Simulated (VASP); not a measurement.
# Ni (Fm-3m) in VASP: band structure with PBE

Aim: the band structure of Ni with PBE.

Everything below comes from runs of VASP 6.6.1. Logs are shortened: lines on timing, memory, paths and dates and some standing lists are left out, and cuts for length are marked.

### 1 Starting point

The structure is cubic, space group Fm-3m (No. 225). Conventional cell: a = 3.520 Å, b = 3.520 Å, c = 3.520 Å, α = 90.00°, β = 90.00°, γ = 90.00°. Ni (site symmetry m-3m) has 12 Ni at 2.49 Å as nearest neighbours.

### 2 Band structure, PBE, collinear spin, ferromagnetic start

INCAR

```
SYSTEM = Ni
PREC = Accurate ; ENCUT = 520
EDIFF = 1E-7 ; ISMEAR = 0
SIGMA = 0.1 ; LREAL = .FALSE.
LASPH = .TRUE. ; NELM = 150
ALGO = Fast ; ISIF = 2
LWAVE = .FALSE. ; LCHARG = .FALSE.
ISPIN = 2 ; MAGMOM = 0.8
LORBIT = 11 ; LMAXMIX = 4
GGA = PE
```

KPOINTS

```
Automatic mesh
0
G
  8 8 8
  0 0 0
```

POSCAR

```
Ni                                      
1.0
    0.0000000000      1.7600209985      1.7600209985
    1.7600209985      0.0000000000      1.7600209985
    1.7600209985      1.7600209985      0.0000000000
  Ni            
     1
Direct
     0.0000000000000000    0.0000000000000000    0.0000000000000000
```

KPOINTS_OPT

```
path GXWKGLUWLK,UX
20
line-mode
reciprocal
 0.0000000000  0.0000000000  0.0000000000  G
 0.5000000000  0.0000000000  0.5000000000  X

 0.5000000000  0.0000000000  0.5000000000  X
 0.5000000000  0.2500000000  0.7500000000  W

 0.5000000000  0.2500000000  0.7500000000  W
 0.3750000000  0.3750000000  0.7500000000  K

 0.3750000000  0.3750000000  0.7500000000  K
 0.0000000000  0.0000000000  0.0000000000  G

 0.0000000000  0.0000000000  0.0000000000  G
 0.5000000000  0.5000000000  0.5000000000  L

 0.5000000000  0.5000000000  0.5000000000  L
 0.6250000000  0.2500000000  0.6250000000  U

 0.6250000000  0.2500000000  0.6250000000  U
 0.5000000000  0.2500000000  0.7500000000  W

 0.5000000000  0.2500000000  0.7500000000  W
 0.5000000000  0.5000000000  0.5000000000  L

 0.5000000000  0.5000000000  0.5000000000  L
 0.3750000000  0.3750000000  0.7500000000  K

 0.6250000000  0.2500000000  0.6250000000  U
 0.5000000000  0.0000000000  0.5000000000  X
```

Potentials or basis: VASP PAW PBE potentials, release 64 (Ni).

Command:

```
> cat potpaw_PBE.64/Ni/POTCAR > POTCAR
> mpirun -np 1 vasp_std > vasp.out
```

OUTCAR:

```text
SYSTEM = Ni
   PREC = Accurate
   ENCUT = 520
   EDIFF = 1E-7
   ISMEAR = 0
   LREAL = .FALSE.
   LASPH = .TRUE.
   NELM = 150
   ISIF = 2
   ISPIN = 2
   LORBIT = 11
   GGA = PE

 ion  position               nearest neighbor table
   1  0.000  0.000  0.000-

  LATTYP: Found a face centered cubic cell.
 ALAT       =     3.5200419970

  Lattice vectors:

 A1 = (   0.0000000000,   1.7600209985,   1.7600209985)
 A2 = (   1.7600209985,   0.0000000000,   1.7600209985)
 A3 = (   1.7600209985,   1.7600209985,   0.0000000000)

Analysis of symmetry for initial positions (statically):
=====================================================================
 Subroutine PRICEL returns:
 Original cell was already a primitive cell.

 Routine SETGRP: Setting up the symmetry group for a
 face centered cubic supercell.

 Subroutine GETGRP returns: Found 48 space group operations
 (whereof 48 operations were pure point group operations)
 out of a pool of 48 trial point group operations.

The static configuration has the point symmetry O_h .

Analysis of symmetry for dynamics (positions and initial velocities):
=====================================================================
 Subroutine PRICEL returns:
 Original cell was already a primitive cell.

 Routine SETGRP: Setting up the symmetry group for a
 face centered cubic supercell.

 Subroutine GETGRP returns: Found 48 space group operations
 (whereof 48 operations were pure point group operations)
 out of a pool of 48 trial point group operations.

The dynamic configuration has the point symmetry O_h .

Analysis of structural, dynamic, and magnetic symmetry:
=====================================================================
 Subroutine PRICEL returns:
 Original cell was already a primitive cell.

 Routine SETGRP: Setting up the symmetry group for a
 face centered cubic supercell.

 Subroutine GETGRP returns: Found 48 space group operations
 (whereof 48 operations were pure point group operations)
 out of a pool of 48 trial point group operations.

The overall configuration has the point symmetry O_h .

 Subroutine INISYM returns: Found 48 space group operations
 (whereof 48 operations are pure point group operations),
 and found     1 'primitive' translations

----------------------------------------------------------------------------------------

                                     Primitive cell

  volume of cell :      10.9039

  direct lattice vectors                    reciprocal lattice vectors
     0.000000000  1.760020998  1.760020998    -0.284087520  0.284087520  0.284087520
     1.760020998  0.000000000  1.760020998     0.284087520 -0.284087520  0.284087520
     1.760020998  1.760020998  0.000000000     0.284087520  0.284087520 -0.284087520

  length of vectors
     2.489045566  2.489045566  2.489045566     0.492054018  0.492054018  0.492054018

  position of ions in fractional coordinates (direct lattice)
     0.000000000  0.000000000  0.000000000

  ion indices of the primitive-cell ions
   primitive index   ion index
                 1           1

----------------------------------------------------------------------------------------

 KPOINTS: Automatic mesh

Automatic generation of k-mesh.
 Grid dimensions read from file:
 generate k-points for:    8    8    8

 Generating k-lattice:

  Cartesian coordinates                     Fractional coordinates (reciprocal lattice)
    -0.035510940  0.035510940  0.035510940     0.125000000  0.000000000  0.000000000
     0.035510940 -0.035510940  0.035510940     0.000000000  0.125000000  0.000000000
     0.035510940  0.035510940 -0.035510940     0.000000000  0.000000000  0.125000000

  Length of vectors
     0.061506752  0.061506752  0.061506752

  Shift w.r.t. Gamma in fractional coordinates (k-lattice)
     0.000000000  0.000000000  0.000000000

 Subroutine IBZKPT returns following result:
 ===========================================

 Found     29 irreducible k-points:

 Following reciprocal coordinates:
            Coordinates               Weight
  0.000000  0.000000  0.000000      1.000000
  0.125000  0.000000  0.000000      8.000000
  0.250000  0.000000  0.000000      8.000000
  0.375000  0.000000  0.000000      8.000000
  0.500000  0.000000  0.000000      4.000000
  0.125000  0.125000  0.000000      6.000000
[... 16 lines left out ...]
  0.500000  0.250000  0.125000     48.000000
 -0.375000  0.250000  0.125000     24.000000
 [... further k-points ...]
   k-points           NKPTS =     29   k-points in BZ     NKDIM =     29   number of bands    NBANDS=      9
   number of dos      NEDOS =    301   number of ions     NIONS =      1
   total plane-waves  NPLWV =   8000
   dimension x,y,z NGX =    20 NGY =   20 NGZ =   20
   dimension x,y,z NGXF=    40 NGYF=   40 NGZF=   40
   ions per type =               1
   NGX,Y,Z   is equivalent  to a cutoff of  13.36, 13.36, 13.36 a.u.
   NGXF,Y,Z  is equivalent  to a cutoff of  26.72, 26.72, 26.72 a.u.
 SYSTEM =  Ni
   PREC   = accura    normal or accurate (medium, high low for compatibility)
   ISTART =      0    job   : 0-new  1-cont  2-samecut
   ICHARG =      2    charge: 1-file 2-atom 10-const
   ISPIN  =      2    spin polarized calculation?
   LNONCOLLINEAR =      F non collinear calculations
   LSORBIT =      F    spin-orbit coupling
   LASPH  =      T    aspherical Exc in radial PAW
   ENCUT  =  520.0 eV  38.22 Ry    6.18 a.u.   4.63  4.63  4.63*2*pi/ulx,y,z
   NELM   =    150;   NELMIN=  2; NELMDL= -5     # of ELM steps
   EDIFF  = 0.1E-06   stopping-criterion for ELM
   LREAL  =      F    real-space projection
   EDIFFG = 0.1E-05   stopping-criterion for IOM
   NSW    =      0    number of steps for IOM
   IBRION =     -1    ionic relax: 0-MD 1-quasi-New 2-CG
   NFREE  =      0    steps in history (QN), initial steepest desc. (CG)
   ISIF   =      2    stress and relaxation
   ISYM   =      2    0-nonsym 1-usesym 2-fastsym
   POTIM  = 0.5000    time-step for ionic-motion
   TEBEG  =    0.0;   TEEND  =   0.0 temperature during run
   PSTRESS=    0.0 pullay stress
   NELECT =      10.0000    total number of electrons
   NUPDOWN=      -1.0000    fix difference up-down
   EMIN   =  10.00;   EMAX   =-10.00  energy-range for DOS
   EFERMI =   0.00;   METHOD = LEGACY
   ISMEAR =     0;   SIGMA  =   0.10  broadening in eV -4-tet -1-fermi 0-gaus
   EFERMI_NEDOS =   21; number of points for ismear=-14 and -15
   IALGO  =     68    algorithm
   IMIX   =      4    mixing-type and parameters
     AMIX     =   0.40;   BMIX     =  1.00
     AMIX_MAG =   1.60;   BMIX_MAG =  1.00
  volume/ion in A,a.u.               =      10.90        73.58
  Fermi-wavevector in a.u.,A,eV,Ry     =   1.590549  3.005701 34.420635  2.529845
  Thomas-Fermi vector in A             =   2.689227
   LORBIT       =     11    0 simple, 1 ext, 2 COOP (PROOUT), +10 PAW based schemes
   GGA     = PE    functional components
   LHFCALC =     F    Hartree Fock is set to
   AEXX    =    0.0000 exact exchange contribution
   IVDW    =     0    specifies the selected vdW correction
   LEPSILON=     F    determine dielectric tensor
   LRPA    =     F    only Hartree local field effects (RPA)
 spin polarized calculation
 RMM-DIIS sequential band-by-band and
 Gauss-broadening in eV      SIGMA  =   0.10
  energy-cutoff  :      520.00
  volume of cell :       10.90
 maximum number of plane-waves:       304
 NGX is ok and might be reduce to    20
   NGX =  9   NGY =  9   NGZ =  9

 number of electron      10.0000009 magnetization       0.6992175

 Free energy of the ion-electron system (eV)
  ---------------------------------------------------
  ext. energy  EPLUGINS =         0.00000000
  ---------------------------------------------------
  free energy    TOTEN  =        -5.47430729 eV

  energy without entropy =       -5.46446682  energy(sigma->0) =       -5.46938705

 E-fermi :   9.3389     XC(G=0): -13.2458

 val. band max:        9.3053343713   @ k =   0.3750   0.3750   0.0000
 cond. band min:       9.3413252064   @ k =   0.5000   0.3750   0.1250
 fundamental gap:      0.0359908350
 Fermi energy:         9.3389373062

 spin component 1

 k-point     1 :       0.0000    0.0000    0.0000
  band No.  band energies     occupation
      1       0.3410      1.00000
      2       6.8566      1.00000
      3       6.8566      1.00000
      4       6.8566      1.00000
      5       8.0261      1.00000
      6       8.0261      1.00000
      7      33.0452      0.00000
      8      36.8838      0.00000
      9      36.8838      0.00000

 k-point     2 :       0.1250    0.0000    0.0000
  band No.  band energies     occupation
      1       0.9428      1.00000
      2       6.7162      1.00000
      3       6.9757      1.00000
      4       6.9757      1.00000
      5       7.9844      1.00000
      6       7.9844      1.00000
      7      30.1040      0.00000
      8      34.0651      0.00000
      9      35.8428      0.00000
[... 253 lines left out ...]
 k-point    24 :      -0.3750    0.2500    0.1250
  band No.  band energies     occupation
      1       5.3427      1.00000
      2       6.1972      1.00000
      3       6.7817      1.00000
      4       7.4968      1.00000
      5       8.5857      1.00000
      6      12.6629      0.00000
      7      15.3776      0.00000
      8      25.2937      0.00000
      9      26.1754      0.00000

 [... further k-points ...]

 spin component 2

 k-point     1 :       0.0000    0.0000    0.0000
  band No.  band energies     occupation
      1       0.3233      1.00000
      2       7.6794      1.00000
      3       7.6794      1.00000
      4       7.6794      1.00000
      5       8.6842      1.00000
      6       8.6842      1.00000
      7      32.8933      0.00000
      8      36.8829      0.00000
      9      36.8829      0.00000

 k-point     2 :       0.1250    0.0000    0.0000
  band No.  band energies     occupation
      1       0.9266      1.00000
      2       7.5162      1.00000
      3       7.7998      1.00000
      4       7.7998      1.00000
      5       8.6434      1.00000
      6       8.6434      1.00000
      7      30.1592      0.00000
      8      33.9674      0.00000
      9      35.9115      0.00000
[... 253 lines left out ...]
 k-point    24 :      -0.3750    0.2500    0.1250
  band No.  band energies     occupation
      1       5.8988      1.00000
      2       6.6570      1.00000
      3       7.4384      1.00000
      4       8.1756      1.00000
      5       9.4441      0.06842
      6      12.9553      0.00000
      7      15.7582      0.00000
      8      25.3848      0.00000
      9      26.3054      0.00000

 [... further k-points ...]
[... 5 lines left out ...]
  --------------------------------------------------------------------------------------
  -------------------------------------------------------------------------------------
  Total        0.0005369      0.0005369      0.0005369     -0.0000000      0.0000000      0.0000000
  in kB        0.0788866      0.0788866      0.0788866     -0.0000000      0.0000000      0.0000000
  external PRESSURE =       0.0788866 kB  Pullay stress =       0.0000000 kB

 VOLUME and BASIS-vectors are now :
 -----------------------------------------------------------------------------
  energy-cutoff  :      520.00
  volume of cell :       10.90
      direct lattice vectors                 reciprocal lattice vectors
     0.000000000  1.760020998  1.760020998    -0.284087520  0.284087520  0.284087520
     1.760020998  0.000000000  1.760020998     0.284087520 -0.284087520  0.284087520
     1.760020998  1.760020998  0.000000000     0.284087520  0.284087520 -0.284087520

 POSITION                                       TOTAL-FORCE (eV/Angst)
 -----------------------------------------------------------------------------------
      0.00000      0.00000      0.00000         0.000000      0.000000      0.000000
 -----------------------------------------------------------------------------------
    total drift:                                0.000000      0.000000      0.000000

  FREE ENERGIE OF THE ION-ELECTRON SYSTEM (eV)
  ---------------------------------------------------
  free  energy   TOTEN  =        -5.4743072850 eV

  energy  without entropy=       -5.4644668158  energy(sigma->0) =       -5.46938705

 total charge

# of ion       s       p       d       tot
------------------------------------------
    1        0.498   0.501   8.305   9.304

 magnetization (x)

# of ion       s       p       d       tot
------------------------------------------
    1       -0.004  -0.022   0.735   0.709
```

Run time: 23 s. Hardware: 1 thread of Intel Xeon Platinum 8488C (Sapphire Rapids), shared host; peak memory 0.13 GiB.

Results:

| Item | Value |
| --- | --- |
| Free energy | -5.4743 eV |
| Pressure | 0.0 GPa |
| Band gap along the path | none (metal or under the smearing width) |
| Net moment | 0.70 μB per cell |
| Site moments | Ni +0.71 μB |
| Valence electrons inside the program's atomic spheres | Ni 9.30 |

Levels at the corners of the path, in eV from the Fermi level:
Spin up:
```tsv
point	band 1	band 2	band 3	band 4	band 5	band 6	band 7	band 8	band 9
Γ	-9.00	-2.48	-2.48	-2.48	-1.31	-1.31	23.71	27.54	27.54
X	-4.67	-4.23	-0.61	-0.54	-0.54	2.44	9.17	14.80	14.80
X	-4.67	-4.23	-0.61	-0.54	-0.54	2.44	9.17	14.80	14.80
W	-3.79	-3.11	-3.11	-1.38	-0.54	7.70	7.70	9.93	11.07
W	-3.79	-3.11	-3.11	-1.38	-0.54	7.70	7.70	9.93	11.07
K	-4.00	-3.74	-2.15	-1.15	-0.79	5.69	7.25	9.91	17.12
K	-4.00	-3.74	-2.15	-1.15	-0.79	5.69	7.25	9.91	17.12
Γ	-9.00	-2.48	-2.48	-2.48	-1.31	-1.31	23.71	27.54	27.54
Γ	-9.00	-2.48	-2.48	-2.48	-1.31	-1.31	23.71	27.54	27.54
L	-4.86	-2.46	-2.46	-0.66	-0.66	-0.29	5.61	22.20	24.62
L	-4.86	-2.46	-2.46	-0.66	-0.66	-0.29	5.61	22.20	24.62
U	-4.00	-3.74	-2.15	-1.15	-0.79	5.69	7.25	9.91	17.12
U	-4.00	-3.74	-2.15	-1.15	-0.79	5.69	7.25	9.91	17.12
W	-3.79	-3.11	-3.11	-1.38	-0.54	7.70	7.70	9.93	11.07
W	-3.79	-3.11	-3.11	-1.38	-0.54	7.70	7.70	9.93	11.07
L	-4.86	-2.46	-2.46	-0.66	-0.66	-0.29	5.61	22.20	24.62
L	-4.86	-2.46	-2.46	-0.66	-0.66	-0.29	5.61	22.20	24.62
K	-4.00	-3.74	-2.15	-1.15	-0.79	5.69	7.25	9.91	17.12
U	-4.00	-3.74	-2.15	-1.15	-0.79	5.69	7.25	9.91	17.12
X	-4.67	-4.23	-0.61	-0.54	-0.54	2.44	9.17	14.80	14.80
```
Spin down:
```tsv
point	band 2	band 3	band 4	band 5	band 6	band 7
Γ	-1.66	-1.66	-1.66	-0.65	-0.65	23.55
X	-3.55	0.08	0.40	0.40	2.42	9.46
X	-3.55	0.08	0.40	0.40	2.42	9.46
W	-2.44	-2.44	-0.75	0.40	7.91	7.91
W	-2.44	-2.44	-0.75	0.40	7.91	7.91
K	-3.15	-1.47	-0.50	0.14	5.92	7.46
K	-3.15	-1.47	-0.50	0.14	5.92	7.46
Γ	-1.66	-1.66	-1.66	-0.65	-0.65	23.55
Γ	-1.66	-1.66	-1.66	-0.65	-0.65	23.55
L	-1.78	-1.78	-0.34	0.17	0.17	6.08
L	-1.78	-1.78	-0.34	0.17	0.17	6.08
U	-3.15	-1.47	-0.50	0.14	5.92	7.46
U	-3.15	-1.47	-0.50	0.14	5.92	7.46
W	-2.44	-2.44	-0.75	0.40	7.91	7.91
W	-2.44	-2.44	-0.75	0.40	7.91	7.91
L	-1.78	-1.78	-0.34	0.17	0.17	6.08
L	-1.78	-1.78	-0.34	0.17	0.17	6.08
K	-3.15	-1.47	-0.50	0.14	5.92	7.46
U	-3.15	-1.47	-0.50	0.14	5.92	7.46
X	-3.55	0.08	0.40	0.40	2.42	9.46
```

Caveat: the k mesh is coarse (spacing up to 0.39 Å⁻¹), so the values aren't converged.
